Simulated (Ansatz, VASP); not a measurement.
This is a calculation of Al2Au for VASP 6.6.1.

Contents of INCAR:

```
SYSTEM = Al2Au
  ALGO = Normal
  EDIFF = 1E-7
  ENCUT = 520
  GGA = PE
  ISIF = 2
  ISMEAR = -1
  LASPH = .TRUE.
  LCHARG = .FALSE.
  LREAL = .FALSE.
  LWAVE = .FALSE.
  NBANDS = 16
  NELM = 60
  PREC = Accurate
  SIGMA = 0.05
```

Contents of KPOINTS:

```
k-points
0
G
  8 8 8
  0 0 0
```

The input POSCAR:

```
Al2Au
1.0
    0.0000000000      3.0000000000      3.0000000000
    3.0000000000      0.0000000000      3.0000000000
    3.0000000000      3.0000000000      0.0000000000
Au Al
1 2
Direct
    0.0000000000      0.0000000000      0.0000000000
    0.7500000000      0.7500000000      0.7500000000
    0.2500000000      0.2500000000      0.2500000000
```

Potentials or basis: VASP PAW PBE potentials, release 64 (Au, Al).

The run is started by

```bash
$ cat potpaw_PBE.64/Au/POTCAR potpaw_PBE.64/Al/POTCAR > POTCAR
$ mpirun -np 1 vasp_std > vasp.out
```

Translate it to Ansatz 0.2.0. Potentials there: Ansatz PAW.

As run (the cutoff follows the program's own potentials):

Contents of input.yaml:

```yaml
crystal:
  lattice:
    - [0.0, 3.0, 3.0]
    - [3.0, 0.0, 3.0]
    - [3.0, 3.0, 0.0]
  atoms:
    - { symbol: Au, position: [0.0, 0.0, 0.0] }
    - { symbol: Al, position: [0.75, 0.75, 0.75] }
    - { symbol: Al, position: [0.25, 0.25, 0.25] }
hamiltonian:
  xc: pbe
  pseudopotentials: { kind: paw }
kpoints:
  mp_grid: { grid: [8, 8, 8] }
scf:
  occupations: { method: fermi_dirac, width: 0.05 }
output:
  forces: true
  stress: true
  eigenvalues: true
```

Potentials or basis: Ansatz PAW.

The run is started by

```console
$ ansatz run input.yaml --threads 2 --pin off --max-ram 5120MiB --backend cpu --events-out ev --progress --plain --runs-dir out
```

Both were run:

|  | VASP | Ansatz | Ansatz less VASP |
| --- | --- | --- | --- |
| gap on the k mesh at the Fermi level (eV) | none | none | - |
| pressure (GPa) | 3.0 | 3.3 | +0.25 |

A gap of «none» marks a metal or a gap that the smearing closes. The two sets of potentials don't hold the same shells in valence.

The runs have no spin-orbit coupling, so splittings on Au are missing.
